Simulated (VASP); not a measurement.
# Ga3Sb (I4/mmm) in VASP: elastic constants with PBE

Aim: the elastic constants of Ga3Sb with PBE.

Program: VASP 6.6.1. These are calculated values, not measurements. Logs are shortened: lines on timing, memory, paths and dates and some standing lists are left out, and cuts for length are marked.

## 1. The structure

Symmetry: I4/mmm, No. 139, tetragonal system. The conventional cell has a = 4.008 Å, b = 4.008 Å, c = 11.417 Å, α = 90.00°, β = 90.00°, γ = 90.00°. Ga (site symmetry 4mm) is surrounded by 5 Ga at 2.83 to 2.86 Å and 1 Sb at 2.84 Å. Ga (site symmetry 4/mmm) is surrounded by 4 Sb at 2.83 Å and 2 Ga at 2.86 Å. Sb (site symmetry 4/mmm) has 6 Ga at 2.83 to 2.84 Å as nearest neighbours.

The cell was built by a generator and needn't be a form met in nature.

## 2. Elastic constants, PBE

Input file POSCAR:

```
Ga3Sb
1.0
   -2.0041000000      2.0041000000      5.7086200000
    2.0041000000     -2.0041000000      5.7086200000
    2.0041000000      2.0041000000     -5.7086200000
Ga Sb
3 1
Direct
    0.2508780000      0.2508780000      0.0000000000
    0.7491220000      0.7491220000      0.0000000000
    0.0000000000      0.0000000000      0.0000000000
    0.5000000000      0.5000000000      0.0000000000
```

Input file INCAR.step1:

```
PREC = Accurate ; ENCUT = 520
EDIFF = 1E-8 ; ISMEAR = 0
SIGMA = 0.1 ; LREAL = False
LASPH = True ; NELM = 100
ALGO = Fast ; ISIF = 3
LWAVE = False ; LCHARG = False
GGA = PE ; KPAR = 8
IBRION = 2 ; NSW = 40
EDIFFG = -0.002
```

Input file INCAR.step2:

```
PREC = Accurate ; ENCUT = 520
EDIFF = 1E-8 ; ISMEAR = 0
SIGMA = 0.1 ; LREAL = False
LASPH = True ; NELM = 100
ALGO = Fast ; ISIF = 3
LWAVE = False ; LCHARG = False
GGA = PE ; KPAR = 8
IBRION = 6 ; NFREE = 2
POTIM = 0.015 ; NSW = 1
```

Input file KPOINTS:

```
Automatic mesh
0
Gamma
  12 12 12
```

Potentials or basis: VASP PAW PBE potentials, release 64 (Ga_d, Sb).

On the command line:

```console
$ cat potpaw_PBE.64/Ga_d/POTCAR potpaw_PBE.64/Sb/POTCAR > POTCAR
$ cp INCAR.step1 INCAR
$ mpirun -np 8 vasp_std > vasp.out
$ cp CONTCAR POSCAR
$ cp INCAR.step2 INCAR
$ mpirun -np 8 vasp_std > vasp.out
```

OUTCAR:

```text
PREC = Accurate
   ENCUT = 520
   EDIFF = 1E-8
   ISMEAR = 0
   LREAL = False
   LASPH = True
   NELM = 100
   ISIF = 3
   GGA = PE
   IBRION = 6
   NFREE = 2
   POTIM = 0.015
   NSW = 1

 ion  position               nearest neighbor table
   1  0.251  0.251  0.000-   2 2.83   2 2.83   2 2.83   2 2.83   4 2.84   3 2.86
   2  0.749  0.749  0.000-   1 2.83   1 2.83   1 2.83   1 2.83   4 2.84   3 2.86
   3  0.000  0.000  0.000-   4 2.83   4 2.83   4 2.83   4 2.83   2 2.86   1 2.86
   4  0.500  0.500  0.000-   3 2.83   3 2.83   3 2.83   3 2.83   2 2.84   1 2.84

  LATTYP: Found a body centered tetragonal cell.
 ALAT       =     4.0083382636
 C/A-ratio  =     2.8481860848

  Lattice vectors:

 A1 = (  -2.0041691318,   2.0041691318,   5.7082466328)
 A2 = (   2.0041691318,  -2.0041691318,   5.7082466328)
 A3 = (   2.0041691318,   2.0041691318,  -5.7082466328)

Analysis of symmetry for initial positions (statically):
=====================================================================
 Subroutine PRICEL returns:
 Original cell was already a primitive cell.

 Routine SETGRP: Setting up the symmetry group for a
 body centered tetragonal supercell.

 Subroutine GETGRP returns: Found 16 space group operations
 (whereof 16 operations were pure point group operations)
 out of a pool of 16 trial point group operations.

The static configuration has the point symmetry D_4h.

Analysis of symmetry for dynamics (positions and initial velocities):
=====================================================================
 Subroutine PRICEL returns:
 Original cell was already a primitive cell.

 Routine SETGRP: Setting up the symmetry group for a
 body centered tetragonal supercell.

 Subroutine GETGRP returns: Found 16 space group operations
 (whereof 16 operations were pure point group operations)
 out of a pool of 16 trial point group operations.

The dynamic configuration has the point symmetry D_4h.

 Subroutine INISYM returns: Found 16 space group operations
 (whereof 16 operations are pure point group operations),
 and found     1 'primitive' translations

----------------------------------------------------------------------------------------

                                     Primitive cell

  volume of cell :      91.7131

  direct lattice vectors                    reciprocal lattice vectors
    -2.004169132  2.004169132  5.708246633     0.000000000  0.249479943  0.087592571
     2.004169132 -2.004169132  5.708246633     0.249479943  0.000000000  0.087592571
     2.004169132  2.004169132 -5.708246633     0.249479943  0.249479943  0.000000000

  length of vectors
     6.373183462  6.373183462  6.373183462     0.264410099  0.264410099  0.352817918

  position of ions in fractional coordinates (direct lattice)
     0.250889868  0.250889868  0.000000000
     0.749110132  0.749110132  0.000000000
     0.000000000  0.000000000  0.000000000
     0.500000000  0.500000000  0.000000000

  ion indices of the primitive-cell ions
   primitive index   ion index
                 1           1
                 2           2
                 3           3
                 4           4

----------------------------------------------------------------------------------------

 KPOINTS: Automatic mesh

[... 117 lines left out ...]

  energy without entropy =      -12.60711624  energy(sigma->0) =      -12.61062069

------------------------ aborting loop because EDIFF is reached ----------------------------------------

  FORCE on cell =-STRESS in cart. coord.  units (eV):
  Direction    XX          YY          ZZ          XY          YZ          ZX
  --------------------------------------------------------------------------------------
  -------------------------------------------------------------------------------------
  Total        0.0012549      0.0012549     -0.0003895      0.0000000      0.0000000      0.0000000
  in kB        0.0219232      0.0219232     -0.0068049      0.0000000      0.0000000      0.0000000
  external PRESSURE =       0.0123472 kB  Pullay stress =       0.0000000 kB
[... 95 lines left out ...]
  FREE ENERGIE OF THE ION-ELECTRON SYSTEM (eV)
  ---------------------------------------------------
  free  energy   TOTEN  =       -12.6083455564 eV

  energy  without entropy=      -12.6006928149  energy(sigma->0) =      -12.60451919

[... ionic steps 4 to 22 ...]

--------------------------------------- Ionic step       23  -------------------------------------------

 number of electron      44.0000013 magnetization

------------------------ aborting loop because EDIFF is reached ----------------------------------------
[... 71 lines left out ...]
--------------------------------------- Ionic step       25  -------------------------------------------

 number of electron      44.0000013 magnetization

 Free energy of the ion-electron system (eV)
  ---------------------------------------------------
  ext. energy  EPLUGINS =         0.00000000
  ---------------------------------------------------
  free energy    TOTEN  =       -12.61380352 eV

  energy without entropy =      -12.60679518  energy(sigma->0) =      -12.61029935

 E-fermi :   5.4222     XC(G=0): -10.2124

 val. band max:        5.4195477042   @ k =  -0.3333   0.4167   0.3333
 cond. band min:       5.4244260040   @ k =   0.4167   0.0833   0.0833
 fundamental gap:      0.0048782998
 Fermi energy:         5.4221535822

 k-point     1 :       0.0000    0.0000    0.0000
  band No.  band energies     occupation
      1      -9.6441      2.00000
      2      -9.6206      2.00000
      3      -9.5376      2.00000
      4      -9.4852      2.00000
      5      -9.4852      2.00000
      6      -9.4845      2.00000
[... 685 lines left out ...]
     25       8.1509      0.00000
     26       9.6825      0.00000

 [... further k-points ...]

------------------------ aborting loop because EDIFF is reached ----------------------------------------

  FORCE on cell =-STRESS in cart. coord.  units (eV):
  Direction    XX          YY          ZZ          XY          YZ          ZX
  --------------------------------------------------------------------------------------
  -------------------------------------------------------------------------------------
  Total        0.0006979      0.0006979      0.0040907      0.0000000     -0.0000000      0.0000000
  in kB        0.0121914      0.0121914      0.0714623      0.0000000     -0.0000000      0.0000000
  external PRESSURE =       0.0319484 kB  Pullay stress =       0.0000000 kB
[... 19 lines left out ...]
  FREE ENERGIE OF THE ION-ELECTRON SYSTEM (eV)
  ---------------------------------------------------
  free  energy   TOTEN  =       -12.6138035169 eV

  energy  without entropy=      -12.6067951825  energy(sigma->0) =      -12.61029935

 INTERNAL STRAIN TENSORS FROM STRAINED CELLS
 ============================================

 INTERNAL STRAIN TENSOR FOR ION    1 for displacements in x,y,z  (eV/Angst):
          X           Y           Z          XY          YZ          ZX
  --------------------------------------------------------------------------------
  x    -0.00000     0.00000    -0.00000     0.00000     0.00000     0.14507
  y    -0.00000     0.00000    -0.00000     0.00000     0.14367    -0.00000
  z     0.62550     0.62572     3.41802    -0.00030    -0.00017    -0.00016

 INTERNAL STRAIN TENSORS FROM DISPLACED ATOMS
 ============================================

 INTERNAL STRAIN TENSOR FOR ION    1 for displacements in x,y,z  (eV/Angst):
          X           Y           Z          XY          YZ          ZX
  --------------------------------------------------------------------------------
  x     0.00000     0.00000     0.00000     0.00000     0.00000     0.07061
  y    -0.00000     0.00000     0.00000     0.00000     0.07062     0.00000
  z     0.60745     0.60745     3.37674     0.00000     0.00000     0.00000

 INTERNAL STRAIN TENSOR FOR ION    4 for displacements in x,y,z  (eV/Angst):
          X           Y           Z          XY          YZ          ZX
  --------------------------------------------------------------------------------
  x     0.00000     0.00000     0.00000     0.00000     0.00000     0.00000
  y     0.00000     0.00000     0.00000     0.00000     0.00000     0.00000
  z     0.00000     0.00000     0.00000     0.00000     0.00000     0.00000

 Eigenvectors and eigenvalues of the dynamical matrix
 ----------------------------------------------------

   1 f  =    4.447758 THz    27.946087 2PiTHz  148.361232 cm-1    18.394440 meV
             X         Y         Z           dx          dy          dz
      0.000000  0.000000  2.864282     0.002508    0.000001   -0.000000
      0.000000  0.000000  8.552211     0.002508    0.000001    0.000000
      0.000000  0.000000  0.000000     0.796049    0.000184   -0.000000
      0.000000  0.000000  5.708247    -0.605222   -0.000140   -0.000000
[... 71 lines left out ...]
  12 f/i=    0.803667 THz     5.049588 2PiTHz   26.807440 cm-1     3.323697 meV
             X         Y         Z           dx          dy          dz
      0.000000  0.000000  2.864282    -0.000000   -0.000000    0.052294
      0.000000  0.000000  8.552211    -0.000000   -0.000000    0.052294
      0.000000  0.000000  0.000000     0.000000    0.000000   -0.793532
      0.000000  0.000000  5.708247     0.000000    0.000000    0.604017

--------------------------------------------------------------------------------------------------------

 ELASTIC MODULI CONTR FROM IONIC RELAXATION (kBar)
 Direction    XX          YY          ZZ          XY          YZ          ZX
 --------------------------------------------------------------------------------
 XX          -5.0423     -5.0423    -28.0296      0.0000     -0.0000     -0.0000
 YY          -5.0423     -5.0423    -28.0296      0.0000     -0.0000     -0.0000
 ZZ         -28.0296    -28.0296   -155.8127      0.0000     -0.0000     -0.0000
 XY           0.0000      0.0000      0.0000      0.0000      0.0000      0.0000
 YZ          -0.0000     -0.0000     -0.0000      0.0000     -0.0486      0.0000
 ZX          -0.0000     -0.0000     -0.0000      0.0000      0.0000     -0.0486
 --------------------------------------------------------------------------------

 TOTAL ELASTIC MODULI (kBar)
 Direction    XX          YY          ZZ          XY          YZ          ZX
 --------------------------------------------------------------------------------
 XX         863.8800    454.9719     51.9563      0.0000     -0.0000      0.0000
 YY         454.9719    863.8800     51.9563      0.0000      0.0000     -0.0000
 ZZ          51.9563     51.9563    901.1920      0.0000     -0.0000     -0.0000
 XY           0.0000      0.0000      0.0000    587.1220      0.0000      0.0000
 YZ          -0.0000      0.0000     -0.0000      0.0000     73.9349      0.0000
 ZX           0.0000     -0.0000     -0.0000      0.0000      0.0000     73.9350
 --------------------------------------------------------------------------------
```

It took 83 min on 8 MPI ranks of Intel Xeon Platinum 8559C (Emerald Rapids), shared host; peak memory 1.7 GiB.

Results:

| Property | Result |
| --- | --- |
| Voigt bulk modulus | 42 GPa |
| Highest phonon frequency at Γ, LO-TO splitting left out | 148 cm⁻¹ |
| Most unstable mode | 27i cm⁻¹ |

Phonon frequencies in cm⁻¹ (negative: imaginary):
```
              q point                                frequencies
(0.000, 0.000, 0.000)  -27 -11 -11 1 1 1 100 118 118 148 148 148
```

Elastic tensor in Voigt notation (GPa, in the Cartesian axes of the cell as first typed):
```
86 45  5  0  0  0
45 86  5  0  0  0
 5  5 90  0  0  0
 0  0  0  7  0  0
 0  0  0  0  7  0
 0  0  0  0  0 59
```

Clamped-ion elastic tensor (GPa):
```
 87  46   8   0   0   0
 46  87   8   0   0   0
  8   8 106   0   0   0
  0   0   0   7   0   0
  0   0   0   0   7   0
  0   0   0   0   0  59
```

Caveat: some modes are imaginary. Spin-orbit coupling is left out, which matters for the levels of Sb.
